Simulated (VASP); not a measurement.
A run of VASP 6.6.1 is set up as follows.

INCAR

```
SYSTEM = SiO2
AGGAC = 0.0
ALGO = Normal
EDIFF = 1E-6
EDIFFG = -0.005
ENCUT = 600
GGA = CX
IBRION = 2
ISIF = 3
ISMEAR = -1
LASPH = .TRUE.
LCHARG = .FALSE.
LREAL = .FALSE.
LUSE_VDW = .TRUE.
LWAVE = .FALSE.
NELM = 80
NSW = 60
PREC = Accurate
SIGMA = 0.05
```

The input KPOINTS:

```
k-points
0
G
  5 5 4
  0 0 0
```

The input POSCAR:

```
SiO2
1.0
    5.0605222284      0.0000000000      0.0000000000
   -2.5302611142      4.3825408062      0.0000000000
    0.0000000000      0.0000000000      5.5413533100
Si O
3 6
Direct
    0.5000000000      0.0000000000      0.0000000000
    0.5000000000      0.5000000000      0.6666666667
    0.0000000000      0.5000000000      0.3333333333
    0.2086053700      0.7913946300      0.1666666667
    0.2086053700      0.4172107400      0.5000000000
    0.4172107400      0.2086053700      0.8333333333
    0.7913946300      0.2086053700      0.1666666667
    0.7913946300      0.5827892600      0.5000000000
    0.5827892600      0.7913946300      0.8333333333
```

Potentials or basis: VASP PAW PBE potentials, release 64 (Si, O).

Run with:

```console
$ cat potpaw_PBE.64/Si/POTCAR potpaw_PBE.64/O/POTCAR > POTCAR
$ mpirun -np 1 vasp_std > vasp.out
```

**Question.** What does it give for the relaxed volume?

**Answer.** 13.88 Å³/atom.

**Question.** Estimate the band gap on the k mesh.

**Answer.** 5.70 eV, indirect (least direct gap 5.87 eV).

**Question.** What does it give for the space group after relaxing (to 0.05 Å)?

**Answer.** P6_422 (No. 181).

Final structure:
```cif
data_structure
_symmetry_space_group_name_H-M 'P 1'
_symmetry_Int_Tables_number 1
_cell_length_a 5.0891
_cell_length_b 5.0891
_cell_length_c 5.5684
_cell_angle_alpha 90.000
_cell_angle_beta 90.000
_cell_angle_gamma 120.000
_cell_volume 124.90
loop_
_atom_site_label
_atom_site_type_symbol
_atom_site_fract_x
_atom_site_fract_y
_atom_site_fract_z
_atom_site_occupancy
Si1 Si 0.50000 0.00000 0.00000 1
Si2 Si 0.50000 0.50000 0.66667 1
Si3 Si 0.00000 0.50000 0.33333 1
O1 O 0.20729 0.79271 0.16667 1
O2 O 0.20729 0.41458 0.50000 1
O3 O 0.41458 0.20729 0.83333 1
O4 O 0.79271 0.20729 0.16667 1
O5 O 0.79271 0.58542 0.50000 1
O6 O 0.58542 0.79271 0.83333 1
```

Caveat: the PAW data sets were made with another functional, which shifts forces and pressure a little; an odd mesh through Γ misses points on the zone boundary, where band edges often lie.
